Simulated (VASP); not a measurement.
# CdS (Greenockite) (P6_3mc) in VASP: a series of runs, part 2 of 2

VASP 6.6.1. The steps go on from the part before.

## 3. Single point, PBE, spin-orbit coupling, no magnetisation

File INCAR:

```
ALGO     = Normal         # electronic algorithm
EDIFF    = 1E-7           # SCF threshold, eV
ENCUT    = 500            # plane-wave cutoff, eV
GGA      = PE             # functional
GGA_COMPAT= F            
ISIF     = 2              # what is computed and relaxed
ISMEAR   = 0              # smearing method
LASPH    = T              # aspherical terms in the spheres
LCHARG   = F              # write CHGCAR
LORBIT   = 11             # projections on sites
LREAL    = F              # projectors in reciprocal space
LSORBIT  = T              # spin-orbit coupling
LWAVE    = F              # write WAVECAR
MAGMOM   = 0 0 0 0 0 0 0 0 0 0 0 0 # initial moments
NBANDS   = 52             # bands
NELM     = 100            # most SCF steps
PREC     = Accurate       # precision mode
SIGMA    = 0.02           # smearing width, eV
```

File KPOINTS:

```
k-points
0
Gamma
  7 7 4
```

File POSCAR:

```
CdS
1.0
    4.1500000000      0.0000000000      0.0000000000
   -2.0750000000      3.5940054257      0.0000000000
    0.0000000000      0.0000000000      6.7370000000
Cd S
2 2
Direct
    0.6666666667      0.3333333333      0.5000000000
    0.3333333333      0.6666666667      0.0000000000
    0.6666666667      0.3333333333      0.8750000000
    0.3333333333      0.6666666667      0.3750000000
```

Potentials or basis: VASP PAW PBE potentials, release 64 (Cd, S).

Started as:

```sh
cat potpaw_PBE.64/Cd/POTCAR potpaw_PBE.64/S/POTCAR > POTCAR
mpirun -np 1 vasp_ncl > vasp.out
```

OUTCAR:

```text
EDIFF = 1E-7
   ENCUT = 500
   GGA = PE
   ISIF = 2
   ISMEAR = 0
   LASPH = T
   LORBIT = 11
   LREAL = F
   LSORBIT = T
   NELM = 100
   PREC = Accurate

 Found     32 irreducible k-points:

 Following reciprocal coordinates:
            Coordinates               Weight
  0.000000  0.000000  0.000000      1.000000
  0.142857 -0.000000  0.000000      6.000000
  0.285714 -0.000000  0.000000      6.000000
  0.428571 -0.000000  0.000000      6.000000
  0.142857  0.142857  0.000000      6.000000
  0.285714  0.142857  0.000000     12.000000
   k-points           NKPTS =     32   k-points in BZ     NKDIM =     32   number of bands    NBANDS=     52
   number of dos      NEDOS =    301   number of ions     NIONS =      4
   total plane-waves  NPLWV =  45000
   dimension x,y,z NGX =    30 NGY =   30 NGZ =   50
   dimension x,y,z NGXF=    60 NGYF=   60 NGZF=  100
   ions per type =               2   2
   NGX,Y,Z   is equivalent  to a cutoff of  12.02, 12.02, 12.34 a.u.
   NGXF,Y,Z  is equivalent  to a cutoff of  24.04, 24.04, 24.68 a.u.
 SYSTEM =  unknown system
   PREC   = accura    normal or accurate (medium, high low for compatibility)
   ISTART =      0    job   : 0-new  1-cont  2-samecut
   ICHARG =      2    charge: 1-file 2-atom 10-const
   ISPIN  =      1    spin polarized calculation?
[... 424 lines left out ...]
     0.0000000     0.0000000     0.0000000     0.0000000     0.0000000     0.0000000     0.0000000
     0.0000000     0.0000000     0.0000000     0.0000000     0.0000000     0.0000000     0.0000000
     0.0000000     0.0000000     0.0000000     0.0000000     0.0000000     0.0000000     0.0000000
[... 49 lines left out ...]
 l=   2
     0.0000000     0.0000000     0.0000000     0.0000000     0.0000000
     0.0000000     0.0000000     0.0000000     0.0000000     0.0000000
     0.0000000     0.0000000     0.0000000     0.0000000     0.0000000
     0.0000000     0.0000000     0.0000000     0.0000000     0.0000000
     0.0000000     0.0000000     0.0000000     0.0000000     0.0000000
 l=   3
     0.0000000     0.0000000     0.0000000     0.0000000     0.0000000     0.0000000     0.0000000
     0.0000000     0.0000000     0.0000000     0.0000000     0.0000000     0.0000000     0.0000000
     0.0000000     0.0000000     0.0000000     0.0000000     0.0000000     0.0000000     0.0000000
     0.0000000     0.0000000     0.0000000     0.0000000     0.0000000     0.0000000     0.0000000
     0.0000000     0.0000000     0.0000000     0.0000000     0.0000000     0.0000000     0.0000000
     0.0000000     0.0000000     0.0000000     0.0000000     0.0000000     0.0000000     0.0000000
     0.0000000     0.0000000     0.0000000     0.0000000     0.0000000     0.0000000     0.0000000

 total charge

# of ion       s       p       d       tot
------------------------------------------
    1        0.422   0.320   9.565  10.307
    2        0.422   0.320   9.565  10.307
    3        1.323   2.400   0.000   3.723
    4        1.323   2.400   0.000   3.723
--------------------------------------------------
tot          3.491   5.439  19.130  28.061

 magnetization (x)

# of ion       s       p       d       tot
------------------------------------------
    1        0.000   0.000   0.000   0.000
    2       -0.000  -0.000  -0.000  -0.000
    3        0.000   0.000   0.000   0.000
    4       -0.000   0.000   0.000  -0.000
--------------------------------------------------
tot         -0.000   0.000  -0.000   0.000

 magnetization (y)

# of ion       s       p       d       tot
------------------------------------------
    1        0.000   0.000   0.000   0.000
    2        0.000  -0.000   0.000  -0.000
    3        0.000   0.000   0.000   0.000
    4        0.000   0.000   0.000   0.000
--------------------------------------------------
tot          0.000  -0.000   0.000  -0.000

 magnetization (z)

# of ion       s       p       d       tot
------------------------------------------
    1        0.000   0.000   0.000   0.000
    2        0.000  -0.000   0.000   0.000
    3        0.000   0.000   0.000   0.000
    4        0.000   0.000   0.000   0.000
--------------------------------------------------
tot          0.000   0.000   0.000   0.000
```

OSZICAR:

```text
N       E                     dE             d eps       ncg     rms          rms(c)
DAV:   1     0.255245416987E+03    0.25525E+03   -0.16870E+04  3328   0.124E+03
DAV:   2     0.272843490012E+01   -0.25252E+03   -0.24273E+03  3704   0.325E+02
DAV:   3    -0.132016614247E+02   -0.15930E+02   -0.15798E+02  3944   0.810E+01
DAV:   4    -0.134091068501E+02   -0.20745E+00   -0.20714E+00  3736   0.881E+00
DAV:   5    -0.134125335471E+02   -0.34267E-02   -0.34263E-02  3816   0.113E+00    0.114E+01
DAV:   6    -0.123434222553E+02    0.10691E+01   -0.17416E+00  3980   0.143E+01    0.891E+00
DAV:   7    -0.123315536244E+02    0.11869E-01   -0.81109E-01  3524   0.489E+00    0.405E+00
DAV:   8    -0.123266372933E+02    0.49163E-02   -0.10167E-01  3544   0.318E+00    0.757E-01
DAV:   9    -0.123248372534E+02    0.18000E-02   -0.11742E-02  3632   0.134E+00    0.367E-01
DAV:  10    -0.123252162876E+02   -0.37903E-03   -0.16077E-03  3576   0.256E-01    0.108E-01
DAV:  11    -0.123254129686E+02   -0.19668E-03   -0.67658E-04  3580   0.281E-01    0.754E-02
DAV:  12    -0.123254686843E+02   -0.55716E-04   -0.20303E-04  3448   0.104E-01    0.246E-02
DAV:  13    -0.123254685353E+02    0.14898E-06   -0.93934E-06  3748   0.185E-02    0.157E-02
DAV:  14    -0.123254694261E+02   -0.89088E-06   -0.40587E-06  3452   0.156E-02    0.990E-03
DAV:  15    -0.123254695325E+02   -0.10633E-06   -0.56300E-07  3808   0.552E-03    0.382E-03
DAV:  16    -0.123254695521E+02   -0.19618E-07   -0.33617E-08  2072   0.167E-03
   1 F= -.12325470E+02 E0= -.12325470E+02  d E =-.284636E-18  mag=    -0.0000     0.0000    -0.0000
```

Wall time 4 min (1 thread of AMD EPYC 7R13 (Zen 3), shared host); peak memory 0.46 GiB.

These settings aren't checked as converged: the numbers below hold their error.

Results:

```yaml
Free_energy: -12.3255 eV
Pressure: 2.4 GPa
Largest_force: 0.069 eV/Å
Valence_electrons_inside_the_program's_atomic_spheres: Cd 10.31; S 3.72
```

## 4. Single point, PBE, spin-orbit coupling, no magnetisation

Changes to INCAR since step 3:

```diff
@@ -2,3 +2,3 @@
 EDIFF    = 1E-7           # SCF threshold, eV
-ENCUT    = 500            # plane-wave cutoff, eV
+ENCUT    = 600            # plane-wave cutoff, eV
 GGA      = PE             # functional
```

KPOINTS is that of step 3.

POSCAR is that of step 3.

Started as:

```sh
cat potpaw_PBE.64/Cd/POTCAR potpaw_PBE.64/S/POTCAR > POTCAR
mpirun -np 1 vasp_ncl > vasp.out
```

Wall time 5.9 min (1 thread of AMD EPYC 7R13 (Zen 3), shared host); peak memory 0.64 GiB.

These settings aren't checked as converged: the numbers below hold their error.

Results:

| Property | Result |
| --- | --- |
| Free energy | -12.3255 eV |
| Pressure | 2.3 GPa |
| Largest force | 0.069 eV/Å |
| Valence electrons inside the program's atomic spheres | Cd 10.31; S 3.72 |

## 5. Single point, PBE

File INCAR:

```
ALGO     = Fast           # electronic algorithm
EDIFF    = 1E-6           # SCF threshold, eV
ENCUT    = 450            # plane-wave cutoff, eV
GGA      = PE             # functional
ISIF     = 2              # what is computed and relaxed
ISMEAR   = 0              # smearing method
LASPH    = T              # aspherical terms in the spheres
LCHARG   = F              # write CHGCAR
LREAL    = F              # projectors in reciprocal space
LWAVE    = F              # write WAVECAR
NELM     = 100            # most SCF steps
PREC     = Accurate       # precision mode
SIGMA    = 0.02           # smearing width, eV
```

File KPOINTS:

```
k-points
0
Gamma
  4 4 2
```

POSCAR is that of step 4.

Potentials or basis: VASP PAW PBE potentials, release 64 (Cd_GW, S_GW).

Started as:

```sh
cat potpaw_PBE.64/Cd_GW/POTCAR potpaw_PBE.64/S_GW/POTCAR > POTCAR
mpirun -np 1 vasp_std > vasp.out
```

Run time: 12 s. Hardware: 1 thread of AMD EPYC 9R45 (Zen 5), shared host; peak memory 0.17 GiB.

Results (log left out):

```yaml
Free_energy: -12.3144 eV
Pressure: 2.1 GPa
Largest_force: 0.054 eV/Å
Band_gap_on_the_k_mesh: 1.19 eV, direct
```

Forces in eV/Å, atoms in the order of the input:
```
Cd   0.000  0.000 -0.054
Cd   0.000  0.000 -0.054
S    0.000  0.000  0.054
S    0.000  0.000  0.054
```

Stress tensor (GPa, compression positive):
```
1.96 0.00 0.00
0.00 1.96 0.00
0.00 0.00 2.36
```

Levels at points of the mesh, in eV from the valence-band top:
```csv
k point,band 14,band 15,band 16,band 17,band 18,band 19,band 20,band 21,band 22
"(0.00, 0.00, 0.00)",-0.76,-0.76,-0.04,0.00,0.00,1.19,2.78,6.45,6.70
"(0.50, 0.00, 0.00)",-3.47,-2.62,-1.85,-1.28,-0.73,3.69,3.88,5.11,6.37
"(0.00, 0.00, 0.50)",-2.45,-0.39,-0.39,-0.39,-0.39,2.83,2.83,6.17,6.18
"(0.50, 0.00, 0.50)",-4.08,-1.32,-1.32,-1.31,-1.31,3.47,3.47,5.38,5.38
```

Caveat: the k mesh is coarse (spacing up to 0.47 Å⁻¹), so the values aren't converged. PBE gaps usually lie below the measured ones, often by a third to a half.

## 6. Single point, PBE

File INCAR:

```
  PREC = Accurate
  ENCUT = 520
  EDIFF = 1E-6
  ISMEAR = 0
  SIGMA = 0.013000000000000001
  LREAL = False
  LASPH = True
  NELM = 80
  ALGO = Normal
  ISIF = 2
  LWAVE = False
  LCHARG = False
  GGA = PE
```

File KPOINTS:

```
regular mesh
0
Gamma
  7 7 4
```

POSCAR is that of step 5.

Potentials or basis: VASP PAW PBE potentials, release 64 (Cd, S).

Started as:

```sh
cat potpaw_PBE.64/Cd/POTCAR potpaw_PBE.64/S/POTCAR > POTCAR
mpirun -np 1 vasp_std > vasp.out
```

Run time: 18 s. Hardware: 1 thread of Intel Xeon 6975P-C (Granite Rapids), shared host; peak memory 0.23 GiB.

It converged, with:

```
Free energy            : -12.2671 eV
Pressure               : 2.4 GPa
Largest force          : 0.069 eV/Å
Band gap on the k mesh : 1.20 eV, direct
```

Forces on the atoms (eV/Å):
```
Cd   0.000  0.000 -0.069
Cd   0.000  0.000 -0.069
S    0.000  0.000  0.069
S    0.000  0.000  0.069
```

Stress tensor (GPa, compression positive):
```
2.20 0.00 0.00
0.00 2.20 0.00
0.00 0.00 2.85
```

Levels at points of the mesh, in eV from the valence-band top:
| k point | band 16 | band 17 | band 18 | band 19 | band 20 | band 21 |
| --- | --- | --- | --- | --- | --- | --- |
| (0.00, 0.00, 0.00) | -0.04 | 0.00 | 0.00 | 1.20 | 2.79 | 6.47 |
| (0.00, 0.00, 0.50) | -0.39 | -0.39 | -0.39 | 2.84 | 2.84 | 6.20 |

## 7. For comparison

An earlier run on the cell as given: functional PBEsol; potentials or basis VASP PAW PBE potentials, release 64 (Cd, S); cutoff 520 eV; k mesh 7 × 7 × 4; occupations fermi-dirac, width 0.05 eV; no spin polarisation.

* Pressure: -0.6 GPa
* Largest force: 0.067 eV/Å
* Band gap on the k mesh: 1.06 eV, direct

## 8. Overview

| level | potentials or basis | k mesh | cutoff (eV) | smearing | ladder | mesh quality | gap on the mesh (eV) | pressure (GPa) | largest force (eV/Å) |
| --- | --- | --- | --- | --- | --- | --- | --- | --- | --- |
| PBE | VASP PAW PBE potentials, release 64 (Cd_GW, S_GW) | 4 × 4 × 2 | 450 | gaussian 0.02 eV | - | coarse | 1.19 | 2.1 | 0.05 |
| PBE | VASP PAW PBE potentials, release 64 (Cd, S) | 7 × 7 × 4 | 520 | gaussian 0.013 eV | - | not flagged | 1.20 | 2.4 | 0.07 |
| PBEsol | VASP PAW PBE potentials, release 64 (Cd, S) | 7 × 7 × 4 | 520 | fermi-dirac 0.05 eV | free | not flagged | 1.06 | -0.6 | 0.07 |

Alike in all rows: task single point; no spin polarisation; cell as given.

Caveats: some runs use coarse meshes; the PAW data sets were made with another functional, which shifts forces and pressure a little (some runs).

Absolute energies hang on the potentials; compare differences alone.

## 9. Against experiment

Step 6. Measured gap of CdS: 2.5809 eV (quoted in “Isotope dependence of band-gap energy”, 2008, arxiv:0807.2152). This calculation gives 1.20 eV (-1.38 eV). So large a miss can be the level of theory's own, or it may mean another phase, state or a wrong row. Spin-orbit coupling on Cd is left out. The value is that of PBE, without temperature or zero-point motion. Semilocal functionals fall short of measured gaps as a rule.
